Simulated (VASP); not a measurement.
Set up this calculation in VASP 6.6.1, as the native input.

* Task: relaxation of cell and atoms
* Functional: PBE
* Dispersion: D3(BJ)
* Potentials or basis: VASP PAW PBE potentials, release 64 (W_sv, C)
* Cutoff: 600 eV
* k mesh: 8 × 8 × 8
* Occupations: fermi-dirac, width 0.05 eV
* Spin: no spin polarisation
* Ladder: gaps
* Further INCAR settings: ALGO = Fast; EDIFF = 1e-07; IBRION = 2; EDIFFG = -0.02; NSW = 40; ISIF = 3

The structure of WC (Qusongite) lies in POSCAR:

```
WC
1.0
    2.9065000000      0.0000000000      0.0000000000
   -1.4532500000      2.5171028361      0.0000000000
    0.0000000000      0.0000000000      2.8366000000
W C
1 1
Direct
    0.0000000000      0.0000000000      0.0000000000
    0.6666666667      0.3333333333      0.5000000000
```

One way to write it, as run:

INCAR

```
SYSTEM = WC
PREC = Accurate ; ENCUT = 600
EDIFF = 1E-7 ; ISMEAR = -1
SIGMA = 0.05 ; LREAL = .False.
LASPH = .True. ; NELM = 100
ALGO = Fast ; ISIF = 3
LWAVE = .False. ; LCHARG = .False.
GGA = PE ; IVDW = 12
IBRION = 2 ; NSW = 40
EDIFFG = -0.02
```

KPOINTS

```
regular mesh
0
Gamma
  8 8 8
  0 0 0
```

Potentials or basis: VASP PAW PBE potentials, release 64 (W_sv, C).

Run with:

```bash
$ cat potpaw_PBE.64/W_sv/POTCAR potpaw_PBE.64/C/POTCAR > POTCAR
$ mpirun -np 1 vasp_std > vasp.out
```

It gave:

```
Relaxed volume                         : 10.35 Å³/atom
Relaxed cell                           : a = 2.906 Å, b = 2.906 Å, c = 2.832 Å, α = 90.00°, β = 90.00°, γ = 120.00°
Space group after relaxing (to 0.05 Å) : P-6m2 (No. 187)
Energy gained by relaxing              : 0.1 meV/atom
Ionic steps                            : 3
Pressure after relaxing                : 0.1 GPa
Band gap on the k mesh                 : none (metal or under the smearing width)
Dispersion energy per atom             : -0.463 eV
```

Caveat: pairwise dispersion overbinds metals, which lowers pressure and volume.

Wall time 16 s on 1 thread of Intel(R) Xeon(R) 6975P-C (Granite Rapids), with other jobs on the host, peak memory 0.15 GiB.
